Transverse optical modes of SiO2 at the zone centre (space group P4_12_12, 12 atoms in the cell, relaxed a = 5.034 and c = 7.022 Å), with intensities summed over each degenerate level. Calculated with Ansatz 0.2.0 by density-functional perturbation theory, using PBEsol, plane waves with PAW, a 420 eV cutoff, a 4×4×4 k mesh and fixed occupations.

```csv
row,phonon frequency (cm⁻¹),phonon degeneracy,phonon infrared intensity ((debye/Å)²/amu)
1,36.2,1,0
2,109.3,1,0
3,136.4,2,0.234
4,212.5,1,0
5,255.4,2,0.151
6,269.0,1,0
7,279.1,1,1.71
8,343.8,1,0
9,357.9,1,0
10,360.2,2,3.5
11,389.7,1,0
12,413.3,1,0
13,439.8,2,29.3
14,462.3,1,11.8
15,592.5,2,3.44
16,762.0,1,0
17,763.5,1,0
18,764.2,1,6.62
19,769.6,2,0.036
20,1058.7,1,0
21,1061.3,2,120
22,1062.3,1,0
23,1064.3,1,57.1
24,1110.8,1,0
25,1177.3,2,1.85
```

In the infrared, this crystal is much simpler than its list of 25 vibrational levels suggests. Thirteen levels have zero intensity by symmetry, and four of the remaining twelve carry 93 % of all the absorption strength. These four form two pairs: rows 13 and 14, near 450 cm⁻¹, and rows 21 and 23, near 1060 cm⁻¹. The other eight active levels break this two-band pattern, and the oddest of them is row 25, which has the highest frequency of all and yet absorbs very little.

A fair comparison needs one correction first. The phonon degeneracy is the number of vibrations that share a frequency, and the phonon infrared intensity is summed over them. An active doublet absorbs light polarised along x and along y, while an active singlet absorbs only along z, the long axis of the cell. Halved for one direction, row 21 has a strength of 60 (debye/Å)²/amu against 57 for row 23, so the two are nearly equal.

## Where two bands come from

The material is cristobalite, a network of SiO₄ tetrahedra in which each oxygen bridges two silicon atoms. Its cell was relaxed with PBEsol from the measured structure, which made the edges slightly longer. Imagine it first without tilts, with every Si–O–Si bridge straight and the lattice cubic. Group theory then allows just two infrared-active levels, each threefold. In one, the oxygens move mainly along their Si···Si lines, which stretches one bond of each bridge and shortens the other. In the other they move mainly across those lines, which bends the bridges.

The real crystal is tetragonal, so each threefold level splits into a doublet in the xy plane and a singlet along z. That gives the two strong pairs of the table. The splitting is small: 3 cm⁻¹ for the stretches, too little for their order to be trusted, and about 23 cm⁻¹ for the bends. The names stretch and bend rest on this argument and on the strengths, since the displacement patterns of the vibrations are not available here.

## How strong the stretch should be

Light couples to a vibration through the oscillating dipole that the moving atoms create. The Born charge measures this: it is the change of dipole for a unit displacement of an atom. In the same calculation an oxygen has a charge of about −2.9 e for motion along its Si···Si line but only about −1.0 to −1.1 e across it. The stretch therefore absorbs far more than the bend, because electrons shift from one bond to the other as the oxygen passes between its neighbours.

The strength follows from three steps, worked here for equally distributed bridge directions.

1. Each of the eight oxygens moves along its own line, in proportion to the cosine between that line and the light's polarisation. The squared cosines average 1/3, so they add up to N = 8/3.
2. The four silicon atoms recoil to keep the total momentum zero. Their charge is about +3.3 e and the mass ratio of oxygen to silicon is 16/28 = 0.57. Opposite charges moving in opposite directions add, which gives an effective charge of 2.9 + 0.57 × 3.3 ≈ 4.8 e for each oxygen.
3. The intensity is the squared dipole divided by the mass-weighted squared motion. The recoil enlarges the latter by a factor 1 + (2/3) × 0.57 ≈ 1.38. The result is (8/3) × 4.8² / (16 × 1.38) ≈ 2.8 e²/amu.

One e² equals about 23 (debye/Å)², so the estimate is roughly 64 (debye/Å)²/amu for each direction. The calculated stretches in rows 21 and 23 lie roughly 6 and 11 % below it. They set no constant in the estimate, although the charges come from the same calculation as the intensities.

The Born charges and masses also fix the total strength for each direction, however the atoms vibrate. The two-band model gives the stretch its estimated part, the bend the remainder and every other level zero. It has no adjustable constants and gives strengths, not frequencies; its four values were assigned to the four strongest levels. The output after the text compares it with every row, using bridge directions inferred from the Born charges.

## Why the highest level is almost dark

If absorption simply grew with frequency, row 25 would be the strongest level. For one direction it is instead about 65 times weaker than row 21, which lies 116 cm⁻¹ below it. Yet it belongs to the same family of motions. Eight bridges have eight stretches, and symmetry sorts these into four singlets and two doublets, exactly the set found in rows 20 to 25.

Two identical CO₂ molecules lying side by side show what happens. Each has a strongly absorbing antisymmetric stretch. When the two vibrate in step, their dipoles add and the pair absorbs twice as much as one molecule; when they vibrate in opposition, the dipoles cancel and the pair is dark. The bonds stretch just as much in both cases.

Symmetry and the calculated strengths suggest that the crystal does the same with its bridges. The cell of the table is twice the smallest cell of the untilted network, so it also contains vibrations in which neighbouring small cells move in opposition. On this reading, row 21 is the doublet in which the bridge dipoles add, and row 25 is the one in which they nearly cancel. Its weakness then reflects the phase of the motion, since the same strongly charged bridges serve both levels.

In the untilted network the cancellation would be complete, since every bridge has an identical, parallel partner in a neighbouring small cell. Tilting turns such partners out of line, so their dipoles need no longer cancel exactly. Row 25 keeps about 1 % of the strength available to its direction.

## How the other levels borrow strength

The remaining breaks fit the same picture. In the untilted network, vibrations in which neighbouring small cells oppose each other have no net dipole, and some others are silent because their dipoles cancel within one small cell. Tilting the tetrahedra and bending the bridges removes the symmetry that kept these motions apart from the two polar ones. A formerly silent vibration can then contain a little of the stretch or the bend, or its own dipoles may no longer cancel exactly. Either way it absorbs a little.

Such borrowing is weak for a simple reason: intensity goes as the square of the dipole. If row 25 took all its strength from row 21, an admixture of about one eighth in amplitude would be enough, because (1/8)² = 1/64. A moderate distortion of the structure can thus leave the two-band spectrum largely intact. The lower symmetry allows eight more levels to absorb, and the same rule helps to explain why they take so little strength.

The largest break is row 18, at 764 cm⁻¹, where the model gives zero and the calculation finds 6.6 (debye/Å)²/amu. That is nearly 9 % of the strength along z and more than half of the z bend in row 14, so this level is weak only beside the stretch. Because the total is fixed, this strength must be missing elsewhere, and the model indeed gives too much to both strong z levels, rows 14 and 23. The table alone can't tell which of the two supplied it, or how much comes instead from the level's own dipoles failing to cancel once the bridges are bent.

Rows 7, 10 and 15 each take about 2 % of the strength of their direction, and rows 3, 5 and 19 take less. Row 19 is striking because it lies only 5 cm⁻¹ above row 18 and is also allowed to absorb, yet it is practically invisible. Being close in frequency to an absorbing level is therefore no help by itself: a vibration can borrow only from a polar one of its own symmetry, and row 19 is a doublet while row 18 is a singlet. A likely reason for its darkness is descent from the inversion-even level of the untilted network, in which silicon atoms of equal charge move against each other and their dipoles cancel; without the displacement patterns this remains an expectation.

Among the four strong levels, the model has its largest relative error for the z bend, row 14, which it makes a third too strong. It therefore places this bend above the xy bend of row 13, while the calculation has the opposite order. This reversal hangs on the inferred bridge directions: with the estimate of 64 for equally distributed directions, the remainders are about 15 along x and 13 along z, in the calculated order. A bend obtained as a remainder inherits every error of the stretch, and it also receives the strength that the weak levels have in fact taken.

## Reading a spectrum with this picture

When two bands of one crystal are compared, their areas do not simply count the moving bonds. They reflect the total dipole, which depends on the Born charges and on whether the separate dipoles add or cancel. In this crystal the stretching and bending bands dominate, and row 18 is the strongest of the levels that the untilted network would leave dark.

The frequencies need more care than the strengths. The table lists transverse vibrations, without the long-range electric field that raises the longitudinal frequency of a strongly polar mode. In a measured reflection or powder spectrum the strong band near 1060 cm⁻¹ can therefore be broad and shifted upwards. The weak level at 1177 cm⁻¹ is expected to fall inside that band, where in reflection of light polarised in the xy plane it should appear as a dip rather than a peak. Density functionals of this kind also tend to place silica's stretches somewhat too low.

For another network of corner-sharing tetrahedra that has a more symmetric, untilted form, the same reasoning starts from that form. The polar vibrations found there should carry most of the strength, and most levels that tilting adds should be weak, though row 18 shows that one of them can approach the bend.

The analysis program printed:

```
Strength per component in (debye/A)^2/amu:
  row  computed  two-band model  computed less model  model over computed  percent of its direction
    1         0               0                    0                    0                         0
    2         0               0                    0                    0                         0
    3     0.117               0                0.117                    0                     0.148
    4         0               0                    0                    0                         0
    5    0.0755               0               0.0755                    0                    0.0955
    6         0               0                    0                    0                         0
    7      1.71               0                 1.71                    0                     2.213
    8         0               0                    0                    0                         0
    9         0               0                    0                    0                         0
   10      1.75               0                 1.75                    0                     2.214
   11         0               0                    0                    0                         0
   12         0               0                    0                    0                         0
   13     14.65           13.06                1.589               0.8915                     18.53
   14      11.8           15.66               -3.856                1.327                     15.27
   15      1.72               0                 1.72                    0                     2.176
   16         0               0                    0                    0                         0
   17         0               0                    0                    0                         0
   18      6.62               0                 6.62                    0                     8.567
   19     0.018               0                0.018                    0                   0.02277
   20         0               0                    0                    0                         0
   21        60              66               -5.996                  1.1                     75.89
   22         0               0                    0                    0                         0
   23      57.1           61.62                -4.52                1.079                     73.89
   24         0               0                    0                    0                         0
   25     0.925               0                0.925                    0                      1.17
Total strength along x from the table, (debye/A)^2/amu: 79.26
Total strength along x from the Born charges, (debye/A)^2/amu: 79.06
Total strength along z from the table, (debye/A)^2/amu: 77.23
Total strength along z from the Born charges, (debye/A)^2/amu: 77.28
Size of the O charge along the Si...Si line, e: 2.911
Size of the O charge across that line, e: 1.076
Share of rows 13 14 21 23 in the whole intensity, percent: 92.56
Share of the eight other active rows, percent: 7.441
Strength of row 21 over row 25: 64.86
Frequency of row 25 less row 21, cm-1: 116
Frequency of row 14 less row 13, cm-1: 22.5
Frequency of row 23 less row 21, cm-1: 3
```
